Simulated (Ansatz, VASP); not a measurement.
**One calculation of Hg, two programs**

```xyz
1
Lattice="-1.8767 1.8767 1.9168 1.8767 -1.8767 1.9168 1.8767 1.8767 -1.9168" Properties=species:S:1:pos:R:3 pbc="T T T"
Hg    0.0000    0.0000    1.9168
```

Alike in both runs: task single point; functional r2SCAN; k mesh 6 × 6 × 6; occupations gaussian, width 0.1 eV; no spin polarisation.

|  | VASP | Ansatz |
| --- | --- | --- |
| version | VASP 6.6.1 | Ansatz 0.2.0 |
| potentials or method | VASP PAW PBE potentials, release 64 (Hg) | scalar-relativistic, plane waves, PAW |
| plane-wave cutoff (eV) | 520 | 500 |
| valence electrons in the cell | 12 | 20 |

Ansatz gave:

```
gap on the k mesh at the Fermi level (eV)       : none
pressure (GPa)                                  : -0.1
largest component of the traceless stress (GPa) : 0.53
```

Question: What did VASP give for the same quantities?

Answer: gap on the k mesh at the Fermi level (eV): none; pressure (GPa): 0.1; largest component of the traceless stress (GPa): 0.53.

A gap of «none» marks a metal or a gap that the smearing closes. The functional is the same, so the differences come from potentials, cutoffs and numerics. The two sets of potentials don't hold the same shells in valence.

Caveats: the k mesh is coarse (spacing up to 0.39 Å⁻¹), so the values aren't converged; the PAW data sets were made with another functional, which shifts forces and pressure a little (VASP). The runs have no spin-orbit coupling, so splittings on Hg are missing.
